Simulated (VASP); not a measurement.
All values below come from r2SCAN meta-GGA, VASP's PBE PAW potentials (set 64) (plane waves; VASP).

Input for VASP

KPOINTS:
```
Automatic mesh
0
Gamma
6 6 6
0 0 0
```

**POSCAR**
```
CsCl
4.1428820
  1.0000001147   0.0000000000   0.0000000000
  0.0000000000   1.0000001147   0.0000000000
  0.0000000000   0.0000000000   1.0000001147
Cs Cl
1 1
Cart
  0.0000000000   0.0000000000   0.0241377862
  0.5000000574   0.5000000574   0.5000000574
```

### INCAR
```
! general
SYSTEM  = CsCl
PREC    = Accurate
ENCUT   = 480
LREAL   = .False.   ! projection in real space or not
LASPH   = .True.

! electronic loop
EDIFF   = 1E-7   ! SCF stop (eV)
NELM    = 100
ALGO    = Normal   ! blocked Davidson
LMAXMIX = 4   ! l cut-off of mixed one-centre charges
LMIXTAU = .True.

! smearing
ISMEAR  = 0
SIGMA   = 0.05   ! width (eV)

! functional
METAGGA = R2SCAN

! ions
ISIF    = 2

! output
LWAVE   = .False.
LCHARG  = .False.
```

POTCAR, in this order: Cs_sv Cl (PBE.64 set). Program: vasp_std.

Output

### OSZICAR
```
       N       E                     dE             d eps       ncg     rms          rms(c)
DAV:   1     0.622002811224E+02    0.62200E+02   -0.67401E+03   960   0.109E+03
DAV:   2    -0.329333656631E+02   -0.95134E+02   -0.88411E+02  1464   0.191E+02
DAV:   3    -0.395106401269E+02   -0.65773E+01   -0.65489E+01  1184   0.573E+01
DAV:   4    -0.395811932819E+02   -0.70553E-01   -0.70470E-01  1164   0.704E+00
DAV:   5    -0.395821921717E+02   -0.99889E-03   -0.99881E-03  1192   0.839E-01    0.238E+00
DAV:   6    -0.357505977317E+02    0.38316E+01   -0.84383E-01  1072   0.865E+00    0.271E+00
DAV:   7    -0.348631059669E+02    0.88749E+00   -0.59015E-01  1108   0.699E+00    0.628E-01
DAV:   8    -0.358925753240E+02   -0.10295E+01   -0.45633E-01   996   0.628E+00    0.119E+00
DAV:   9    -0.354731009732E+02    0.41947E+00   -0.30943E-01   976   0.703E+00    0.605E-01
DAV:  10    -0.355010624859E+02   -0.27962E-01   -0.32730E-01   968   0.615E+00    0.158E-01
DAV:  11    -0.355119100814E+02   -0.10848E-01   -0.11689E-02  1100   0.153E+00    0.175E-01
DAV:  12    -0.355117928206E+02    0.11726E-03   -0.41433E-03  1028   0.930E-01    0.140E-01
DAV:  13    -0.355180670983E+02   -0.62743E-02   -0.51646E-03   992   0.958E-01    0.496E-02
DAV:  14    -0.355193642961E+02   -0.12972E-02   -0.61240E-04  1084   0.393E-01    0.599E-03
DAV:  15    -0.355193593809E+02    0.49152E-05   -0.86371E-06  1184   0.364E-02    0.370E-03
DAV:  16    -0.355193916010E+02   -0.32220E-04   -0.45180E-05  1032   0.893E-02    0.347E-03
DAV:  17    -0.355193986339E+02   -0.70329E-05   -0.89944E-06  1076   0.381E-02    0.221E-03
DAV:  18    -0.355193983134E+02    0.32045E-06   -0.17441E-06  1084   0.160E-02    0.131E-03
DAV:  19    -0.355193987913E+02   -0.47790E-06   -0.33877E-07  1128   0.735E-03    0.537E-04
DAV:  20    -0.355193987792E+02    0.12063E-07   -0.36654E-08   764   0.246E-03
   1 F= -.35519399E+02 E0= -.35519399E+02  d E =-.204165E-14
```

File OUTCAR:
```
------------------------ aborting loop because EDIFF is reached ----------------------------------------
  FORCE on cell =-STRESS in cart. coord.  units (eV):
  Direction    XX          YY          ZZ          XY          YZ          ZX
  --------------------------------------------------------------------------------------
  Total        0.0122340      0.0122340      0.0010714      0.0000000      0.0000000     -0.0000000
  in kB        0.2756589      0.2756589      0.0241399      0.0000000      0.0000000     -0.0000000
  external PRESSURE =       0.1918192 kB  Pullay stress =       0.0000000 kB
  volume of cell :       71.11
      direct lattice vectors                 reciprocal lattice vectors
     4.142882475  0.000000000  0.000000000     0.241377834  0.000000000  0.000000000
     0.000000000  4.142882475  0.000000000     0.000000000  0.241377834  0.000000000
     0.000000000  0.000000000  4.142882475     0.000000000  0.000000000  0.241377834
 POSITION                                       TOTAL-FORCE (eV/Angst)
 -----------------------------------------------------------------------------------
      0.00000      0.00000      0.10000         0.000000     -0.000000     -0.094554
      2.07144      2.07144      2.07144         0.000000      0.000000      0.094554
 -----------------------------------------------------------------------------------
    total drift:                                0.000000      0.000000     -0.000037
  FREE ENERGIE OF THE ION-ELECTRON SYSTEM (eV)
  ---------------------------------------------------
  free  energy   TOTEN  =       -35.5193987792 eV

  energy  without entropy=      -35.5193987792  energy(sigma->0) =      -35.51939878
```
(Selected blocks of OUTCAR.)

The compound is CsCl in the CsCl type structure. This cell was strained or had an atom moved on purpose.
